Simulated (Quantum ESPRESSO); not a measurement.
**HgTe (Coloradoite) under changes of volume**

One of the cells (33.215 Å³/atom); the others are scaled copies at fixed shape and fractional positions:

```
Hg Te
1.0
     0.00000    3.21450    3.21450
     3.21450    0.00000    3.21450
     3.21450    3.21450    0.00000
Hg Te
1 1
Direct
  0.00000 0.00000 0.00000
  0.75000 0.75000 0.75000
```

```yaml
Program: Quantum ESPRESSO 7.5
Functional: RGE2
Potentials_or_basis: PseudoDojo 0.4.1 SR PBE standard
Cutoff: 1088 eV
Density_cutoff: 4354 eV
k_mesh: 7 × 7 × 7
Occupations: fermi-dirac, width 0.05 eV
Spin: no spin polarisation
```

```tsv
volume (Å³/atom)	energy over the lowest point (meV/atom)	pressure (GPa)
31.223	?	?
31.887	52.19	5.3
32.551	32.99	4.0
33.215	18.68	2.9
33.880	8.73	1.9
34.544	2.64	1.0
35.208	0.00	0.2
```

Problem. What does the run at 31.223 Å³/atom give?

Solution. Energy over the lowest point 76.90 meV/atom; pressure 6.7 GPa.

Worked out: A Birch-Murnaghan fit of order 3 (a polynomial in V^(-2/3)) to the other rows has its minimum at 35.44 Å³/atom, just outside them, with B0 = V·E''(V) = 38 GPa and B' = 5.3. It gives 76.91 meV/atom at 31.223 Å³/atom, against the run's 76.90, and -dE/dV = 6.7 GPa, against 6.7.

Energies are extrapolated to zero smearing.

Caveats: the potentials were made for another functional, which shifts forces and pressure.
